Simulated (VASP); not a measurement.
# TiTe2: relaxation of cell and atoms with LDA

TiTe2:

```xyz
3
Lattice="3.6678 0.0000 0.0000 -1.8339 3.1764 0.0000 0.0000 0.0000 6.3326" Properties=species:S:1:pos:R:3 pbc="T T T"
Ti    1.8339    3.1764    0.0000
Te    1.8339    1.0588    1.7084
Te    0.0000    2.1176    4.6242
```

```yaml
Program: VASP 6.6.1
Task: relaxation of cell and atoms
Functional: LDA
Potentials_or_basis: VASP PAW LDA potentials, release 64 (Ti_sv, Te)
Cutoff: 600 eV
k_mesh: 12 × 12 × 6
Occupations: methfessel-paxton, width 0.1 eV
Spin: no spin polarisation
Further_INCAR_settings: ALGO = Normal; EDIFF = 1e-07; IBRION = 2; EDIFFG = -0.005; NSW = 90; ISIF = 3
```

* Pressure after relaxing: 0.0 GPa
* Band gap on the k mesh: none (metal or under the smearing width)

Final structure:
```yaml
crystal:
  lattice:
    - [3.66780, 0.00000, 0.00000]
    - [-1.83390, 3.17641, 0.00000]
    - [0.00000, 0.00000, 6.33261]
  atoms:
    - { symbol: Ti, position: [0.00000, 0.00000, 0.00000] }
    - { symbol: Te, position: [0.66667, 0.33333, 0.26978] }
    - { symbol: Te, position: [0.33333, 0.66667, 0.73022] }
```

Levels at points of the mesh, in eV from the Fermi level:
```tsv
k point	band 8	band 9	band 10	band 11	band 12	band 13	band 14	band 15	band 16
(0.00, 0.00, 0.00)	-1.65	-1.65	0.21	0.42	0.42	0.78	1.35	1.35	3.24
(0.50, 0.00, 0.00)	-3.98	-2.96	-2.58	-1.76	-1.16	-0.05	1.29	1.65	2.50
(0.00, 0.00, 0.50)	-3.06	-1.56	-1.56	0.41	0.41	0.92	0.92	1.13	3.83
(0.50, 0.00, 0.50)	-5.01	-2.63	-2.13	-0.89	-0.45	-0.44	1.29	1.64	2.70
```

It took 58 s on 2 MPI ranks on Intel(R) Xeon(R) 6975P-C (Granite Rapids), with other jobs on the host, peak memory 0.27 GiB a rank.

Caveat: the relaxation stopped at its first step, so nothing moved. Spin-orbit coupling is left out, which matters for the levels of Te.
